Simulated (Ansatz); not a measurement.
Pressure against volume: Pb

Space group Fm-3m (No. 225). a = 4.990 Å, b = 4.990 Å, c = 4.990 Å, α = 90.00°, β = 90.00°, γ = 90.00°
| atom | site | symmetry | x | y | z |
| --- | --- | --- | --- | --- | --- |
| Pb | 4a | m-3m | 0.0000 | 0.0000 | 0.0000 |

The runs use the primitive cell with vectors (0.000, 2.495, 2.495), (2.495, 0.000, 2.495), (2.495, 2.495, 0.000) Å, to which the k mesh refers.

The cell is the one relaxed in the Materials Project (mp-20483), not relaxed further here; entries there can be hypothetical.

Spin–orbit coupling is left out, though it moves levels of the heavy atoms by tenths of an eV or more.

Levels of theory: DFT, LDA, all-electron LAPW, scalar-relativistic (Ansatz 0.2.0); DFT, LDA, PAW with Ansatz's default frozen-core files, scalar-relativistic (Ansatz 0.2.0).

For LAPW: a Γ-centred 13×13×13 k mesh, Fermi–Dirac smearing of 0.05 eV, basis error target 1 meV/atom, no spin polarisation. PAW takes a cutoff of 420 eV at this cell (files made with PBE, cores remade for this functional). The Ansatz runs share mesh, smearing and spin set-up. Plane-wave (PAW) pressures include the program's estimate of the Pulay term.

The cell above is scaled evenly, with fractional coordinates and shape held.

```
V/V(cell)  V (Å³/atom)  P, LAPW (GPa)  P, PAW (GPa)
   0.9405       29.206          -0.28         -0.29
   0.9700       30.122              ?             ?
   1.0000       31.054          -2.92         -2.93
   1.0300       31.985          -3.91         -3.92
   1.0600       32.917          -4.72         -4.73
```

(1) Fill in the row V/V(cell) = 0.9700.

Results:

(1) P, LAPW (GPa) = -1.71, P, PAW (GPa) = -1.72.
